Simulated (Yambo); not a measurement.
# BP (F-43m) in Yambo: a series of runs

Runs on BP. Level: PBEsol. Tasks: optical spectrum.

All numbers are computed with Yambo 5.3.0; they aren't measurements. Logs are shortened: lines on timing, memory, paths and dates and some standing lists are left out, and cuts for length are marked.

## (1) The crystal as given

It takes space group F-43m (No. 216, cubic). Conventional cell: a = 4.538 Å, b = 4.538 Å, c = 4.538 Å, α = 90.00°, β = 90.00°, γ = 90.00°. P (site symmetry -43m) is surrounded by 4 B at 1.97 Å. Around B (site symmetry -43m) lie 4 P at 1.97 Å.

## (2) Optical spectrum, PBEsol

The input, optics0.in:

```
optics
chi
Chimod= "IP"
% BndsRnXd
 1 | 29 |
%
% LongDrXd
 1 | 0 | 0 |
%
% QpntsRXd
 1 | 1 |
%
% EnRngeXd
 0 | 20 | eV
%
% DmRngeXd
 0.1 | 0.1 | eV
%
ETStpsXd= 200
```

The input, scf.in:

```
&CONTROL
  calculation = 'scf'
  prefix = 'pwscf'
  outdir = './tmp'
  pseudo_dir = './pseudo'
/
&SYSTEM
  ibrav = 0
  nat = 2
  ntyp = 2
  ecutwfc = 76
  nbnd = 9
  occupations = 'smearing'
  smearing = 'fd'
  degauss = 0.00367493
  force_symmorphic = .true.
/
&ELECTRONS
  conv_thr = 4d-10
  electron_maxstep = 120
  mixing_beta = 0.5
/
ATOMIC_SPECIES
P     30.9738 P.upf
B     10.8100 B.upf
CELL_PARAMETERS angstrom
   0.0000000000    2.2690000000    2.2690000000
   2.2690000000    0.0000000000    2.2690000000
   2.2690000000    2.2690000000    0.0000000000
ATOMIC_POSITIONS crystal
P      0.7500000000    0.7500000000    0.7500000000
B      0.0000000000    0.0000000000    0.0000000000
K_POINTS automatic
12 12 12 0 0 0
```

The input, nscf.in:

```
&CONTROL
  calculation = 'nscf'
  prefix = 'pwscf'
  outdir = './tmp'
  pseudo_dir = './pseudo'
/
&SYSTEM
  ibrav = 0
  nat = 2
  ntyp = 2
  ecutwfc = 76
  nbnd = 34
  occupations = 'fixed'
  force_symmorphic = .true.
/
&ELECTRONS
  conv_thr = 1d-08
  diago_full_acc = .true.
  diago_thr_init = 1d-06
/
ATOMIC_SPECIES
P     30.9738 P.upf
B     10.8100 B.upf
CELL_PARAMETERS angstrom
   0.0000000000    2.2690000000    2.2690000000
   2.2690000000    0.0000000000    2.2690000000
   2.2690000000    2.2690000000    0.0000000000
ATOMIC_POSITIONS crystal
P      0.7500000000    0.7500000000    0.7500000000
B      0.0000000000    0.0000000000    0.0000000000
K_POINTS automatic
12 12 12 0 0 0
```

Potentials or basis: PseudoDojo 0.4.1 SR PBEsol standard.

Run with:

```bash
> OMP_NUM_THREADS=1 pw.x -in scf.in > scf.out
> OMP_NUM_THREADS=1 pw.x -in nscf.in > nscf.out
> cd tmp/pwscf.save; p2y; mv SAVE ../..; cd ../..
> OMP_NUM_THREADS=1 yambo
> OMP_NUM_THREADS=1 yambo -F optics0.in -J optics0 -C optics0_out
```

Yambo's report:

```text
[... sections 02.01 to 02.04 as in the set-up run ...]

  [02.05] Energies & Occupations
  ==============================

  [X] === General ===
  [X] Electronic Temperature                        :  0.000000  0.000000 [eV K]
  [X] Bosonic    Temperature                        :  0.000000  0.000000 [eV K]
  [X] Finite Temperature mode                       : no
  [X] El. density                                   :  0.34242E+24 [cm-3]
  [X] Fermi Level                                   :  9.205411 [eV]

  [X] === Gaps and Widths ===
  [X] Conduction Band Min                           :  1.132597 [eV]
  [X] Valence Band Max                              :  0.000000 [eV]
  [X] Filled Bands                                  :   4
  [X] Empty Bands                                   :    5   34
  [X] Direct Gap                                    :  3.360068 [eV]
  [X] Direct Gap localized at k                     :  1
  [X] Indirect Gap                                  :  1.132597 [eV]
  [X] Indirect Gap between kpts                     :    1   40
  [X] Last valence band width                       :  5.533566 [eV]
  [X] 1st conduction band width                     :  4.103015 [eV]

 [03] Transferred momenta grid and indexing
 ==========================================

 IBZ Q-points                                      :   72
 BZ  Q-points                                      :  1728

 K/Q-points units:
 rlu = crystal or reduced units; cc = cartesian coordinates; iku = interal k-units

 Q [ 1]         [rlu]:  0.000000  0.000000  0.000000
 Q [ 2]         [rlu]: -0.26669E-17 -0.26669E-17  0.83333E-01
 Q [ 3]         [rlu]: -0.53337E-17 -0.53337E-17  0.16667
 Q [ 4]         [rlu]: -0.10617E-17 -0.10617E-17  0.25000
 Q [ 5]         [rlu]: -0.10667E-16 -0.10667E-16  0.33333
 Q [ 6]         [rlu]: -0.11459E-16 -0.11459E-16  0.41667
 Q [ 7]         [rlu]:  0.21235E-17  0.21235E-17 -0.50000
 Q [ 8]         [rlu]: -0.77522E-17  0.83333E-01  0.83333E-01
 Q [ 9]         [rlu]: -0.26669E-17  0.83333E-01  0.16667
 Q [10]         [rlu]: -0.53337E-17  0.83333E-01  0.25000
 Q [11]         [rlu]: -0.10617E-17  0.83333E-01  0.33333
 Q [12]         [rlu]: -0.18530E-17  0.83333E-01  0.41667
 Q [13]         [rlu]: -0.88348E-17  0.83333E-01  0.50000
 Q [14]         [rlu]:  0.96260E-17  0.83333E-01 -0.41667
 Q [15]         [rlu]:  0.51965E-16  0.83333E-01 -0.33333
[... 33 lines left out ...]
 Q [49]         [rlu]:  0.083333  0.250000  0.333333
 Q [50]         [rlu]:  0.083333  0.250000  0.416667

 Remaining 22 points informations can be written running with -fatlog

 [WARNING] [Xd] User bands 1-29 break level degeneracy

 [04] Dipoles
 ============

  [04.01] Setup: observables and procedures
  =========================================

  [WF-Oscillators/G space/Transverse up loader] Normalization (few states)  min/max  :  0.30743E-16   1.0000

  [WR./optics0//ndb.dipoles]------------------------------------------------------
   Brillouin Zone Q/K grids (IBZ/BZ)                :    72  1728    72  1728
   RL vectors                                       :  2421 [WF]
   Fragmentation                                    : yes
   Electronic Temperature                           :  0.000000 [K]
   Bosonic    Temperature                           :  0.000000 [K]
   DIP band range                                   :   1  29
   DIP band range limits                            :   4   5
   DIP e/h energy range                             : -1.000000 -1.000000 [eV]
   RL vectors in the sum                            :  2421
   [r,Vnl] included                                 : yes
   Bands ordered                                    : yes
   Direct v evaluation                              : no
   Approach used                                    : G-space v
   Dipoles computed                                 : R V P [G-space]
   Wavefunctions                                    : Perdew, Burke & Ernzerhof SOL(X)+Perdew, Burke & Ernzerhof SOL(C)

  [WARNING] [r,Vnl^pseudo] included in position and velocity dipoles.

  [WARNING] In case H contains other non local terms, these are neglected

 [05] Optics
 ===========

 [X-CG] R(p) Tot o/o(of R):    6357  172800     100
```

Run time: 43 s. Hardware: 1 thread of Arm Neoverse V2, shared host; peak memory 0.25 GiB.

Results:

```
Band gap on the k mesh, mean-field level       : 1.13 eV, indirect (least direct gap 3.36 eV)
Absorption peak                                : 5.73 eV
Electronic dielectric constant along the field : 9.72
```

Dielectric function (along the field direction of the input):
```tsv
energy (eV)	real part	imaginary part
0.30	9.74	0.15
0.80	9.89	0.16
1.31	10.20	0.18
1.81	10.70	0.21
2.31	11.50	0.27
2.81	12.82	0.42
3.32	15.36	1.62
3.82	18.20	6.48
4.32	16.91	6.03
4.82	18.41	12.40
5.33	24.08	20.00
5.83	-10.68	32.25
6.33	2.01	17.27
6.83	-13.48	17.90
7.34	-10.27	10.94
7.84	-8.29	4.26
8.34	-5.11	5.50
8.84	-3.19	3.69
9.35	-3.55	5.71
9.85	-4.98	4.49
10.35	-4.12	2.97
10.85	-3.02	1.48
11.36	-2.26	1.98
11.86	-1.97	1.71
12.36	-2.11	1.59
12.86	-2.09	1.50
13.37	-1.77	1.34
13.87	-1.52	0.95
14.37	-1.26	0.92
14.87	-1.05	0.83
15.38	-1.07	0.74
15.88	-0.98	0.60
16.38	-0.83	0.52
16.88	-0.66	0.35
17.39	-0.64	0.49
17.89	-0.49	0.44
18.39	-0.44	0.41
18.89	-0.35	0.28
19.40	-0.23	0.30
20.00	-0.23	0.32
```

Caveat: independent-particle spectra lack excitons.

## (3) Optical spectrum, PBEsol

The input, optics1.in:

```
optics
chi
Chimod= "HARTREE"
% BndsRnXd
 1 | 29 |
%
NGsBlkXd= 3 Ry
% LongDrXd
 1 | 0 | 0 |
%
% QpntsRXd
 1 | 1 |
%
% EnRngeXd
 0 | 20 | eV
%
% DmRngeXd
 0.1 | 0.1 | eV
%
ETStpsXd= 200
```

scf.in is that of step 2.

nscf.in is that of step 2.

Potentials or basis: PseudoDojo 0.4.1 SR PBEsol standard.

Run with:

```bash
> OMP_NUM_THREADS=1 pw.x -in scf.in > scf.out
> OMP_NUM_THREADS=1 pw.x -in nscf.in > nscf.out
> cd tmp/pwscf.save; p2y; mv SAVE ../..; cd ../..
> OMP_NUM_THREADS=1 yambo
> OMP_NUM_THREADS=1 yambo -F optics1.in -J optics1 -C optics1_out
```

Yambo's report:

```text
[... sections 02.01 to 02.04 as in the set-up run ...]

  [02.05] Energies & Occupations
  ==============================

  [X] === General ===
  [X] Electronic Temperature                        :  0.000000  0.000000 [eV K]
  [X] Bosonic    Temperature                        :  0.000000  0.000000 [eV K]
  [X] Finite Temperature mode                       : no
  [X] El. density                                   :  0.34242E+24 [cm-3]
  [X] Fermi Level                                   :  9.205411 [eV]

  [X] === Gaps and Widths ===
  [X] Conduction Band Min                           :  1.132597 [eV]
  [X] Valence Band Max                              :  0.000000 [eV]
  [X] Filled Bands                                  :   4
  [X] Empty Bands                                   :    5   34
  [X] Direct Gap                                    :  3.360068 [eV]
  [X] Direct Gap localized at k                     :  1
  [X] Indirect Gap                                  :  1.132597 [eV]
  [X] Indirect Gap between kpts                     :    1   40
  [X] Last valence band width                       :  5.533566 [eV]
  [X] 1st conduction band width                     :  4.103015 [eV]

 [03] Transferred momenta grid and indexing
 ==========================================

 IBZ Q-points                                      :   72
 BZ  Q-points                                      :  1728

 K/Q-points units:
 rlu = crystal or reduced units; cc = cartesian coordinates; iku = interal k-units

 Q [ 1]         [rlu]:  0.000000  0.000000  0.000000
 Q [ 2]         [rlu]: -0.26669E-17 -0.26669E-17  0.83333E-01
 Q [ 3]         [rlu]: -0.53337E-17 -0.53337E-17  0.16667
 Q [ 4]         [rlu]: -0.10617E-17 -0.10617E-17  0.25000
 Q [ 5]         [rlu]: -0.10667E-16 -0.10667E-16  0.33333
 Q [ 6]         [rlu]: -0.11459E-16 -0.11459E-16  0.41667
 Q [ 7]         [rlu]:  0.21235E-17  0.21235E-17 -0.50000
 Q [ 8]         [rlu]: -0.77522E-17  0.83333E-01  0.83333E-01
 Q [ 9]         [rlu]: -0.26669E-17  0.83333E-01  0.16667
 Q [10]         [rlu]: -0.53337E-17  0.83333E-01  0.25000
 Q [11]         [rlu]: -0.10617E-17  0.83333E-01  0.33333
 Q [12]         [rlu]: -0.18530E-17  0.83333E-01  0.41667
 Q [13]         [rlu]: -0.88348E-17  0.83333E-01  0.50000
 Q [14]         [rlu]:  0.96260E-17  0.83333E-01 -0.41667
 Q [15]         [rlu]:  0.51965E-16  0.83333E-01 -0.33333
[... 33 lines left out ...]
 Q [49]         [rlu]:  0.083333  0.250000  0.333333
 Q [50]         [rlu]:  0.083333  0.250000  0.416667

 Remaining 22 points informations can be written running with -fatlog

 [WARNING] [Xd] User bands 1-29 break level degeneracy

 [04] Dipoles
 ============

  [04.01] Setup: observables and procedures
  =========================================

  [WF-Oscillators/G space/Transverse up loader] Normalization (few states)  min/max  :  0.30743E-16   1.0000

  [WR./optics1//ndb.dipoles]------------------------------------------------------
   Brillouin Zone Q/K grids (IBZ/BZ)                :    72  1728    72  1728
   RL vectors                                       :  2421 [WF]
   Fragmentation                                    : yes
   Electronic Temperature                           :  0.000000 [K]
   Bosonic    Temperature                           :  0.000000 [K]
   DIP band range                                   :   1  29
   DIP band range limits                            :   4   5
   DIP e/h energy range                             : -1.000000 -1.000000 [eV]
   RL vectors in the sum                            :  2421
   [r,Vnl] included                                 : yes
   Bands ordered                                    : yes
   Direct v evaluation                              : no
   Approach used                                    : G-space v
   Dipoles computed                                 : R V P [G-space]
   Wavefunctions                                    : Perdew, Burke & Ernzerhof SOL(X)+Perdew, Burke & Ernzerhof SOL(C)

  [WARNING] [r,Vnl^pseudo] included in position and velocity dipoles.

  [WARNING] In case H contains other non local terms, these are neglected

 [05] Optics
 ===========

 [X-CG] R(p) Tot o/o(of R):    6357  172800     100
```

o-optics1.eps_q1_inv_rpa_dyson:

```text
# Absorption @ Q(1):   1.00000000      0.00000000      0.00000000    [q->0 direction]
#
# [ X ] Hartree size                              :  27
# [GEN] GF Energies                               : Perdew, Burke & Ernzerhof SOL(X)+Perdew, Burke & Ernzerhof SOL(C)
# [GEN] Green`s Function                          : T-ordered
#
# [GEN] Gauge                                     : Length
# [GEN] [r,Vnl] included                          : yes
#
#    E[1] [eV]          Im(eps)            Re(eps)            Im(eps_o)          Re(eps_o)
#
        0.000000           0.131188           9.096784           0.146833           9.717981
        0.100503           0.131323           9.099187           0.146984           9.720638
        0.201005           0.131729           9.106405           0.147438           9.728622
        0.301508           0.132410           9.118472           0.148200           9.741969
        0.402010           0.133371           9.135443           0.149275           9.760741
        0.502513           0.134620           9.157394           0.150673           9.785023
[... 192 lines left out ...]
        19.89950           0.391538          -0.091463           0.314899          -0.228094
        20.00000           0.412731          -0.090476           0.316185          -0.233230
#
```

It took 46 s on 1 thread of Arm Neoverse V2, shared host; peak memory 0.5 GiB.

Results:

* Band gap on the k mesh, mean-field level: 1.13 eV, indirect (least direct gap 3.36 eV)
* Absorption peak: 5.73 eV
* Electronic dielectric constant along the field: 9.10
* Electronic dielectric constant along the field, independent particles: 9.72

Dielectric function (along the field direction of the input):
```csv
energy (eV),real part,imaginary part
0.30,9.12,0.13
1.31,9.53,0.16
2.31,10.70,0.24
3.32,14.18,1.48
4.42,16.77,5.40
5.43,22.95,22.58
6.43,3.14,16.82
7.54,-9.10,9.71
8.54,-4.44,4.51
9.55,-3.69,4.88
10.65,-3.89,1.82
11.66,-2.15,1.88
12.66,-1.97,1.67
13.77,-1.47,0.95
14.77,-1.09,0.72
15.78,-0.98,0.65
16.88,-0.62,0.41
17.89,-0.41,0.48
18.89,-0.26,0.35
20.00,-0.09,0.41
```

Caveat: these spectra lack excitons. PBEsol gaps usually lie below the measured ones, often by a third to a half.

[end of part 1 of 2]
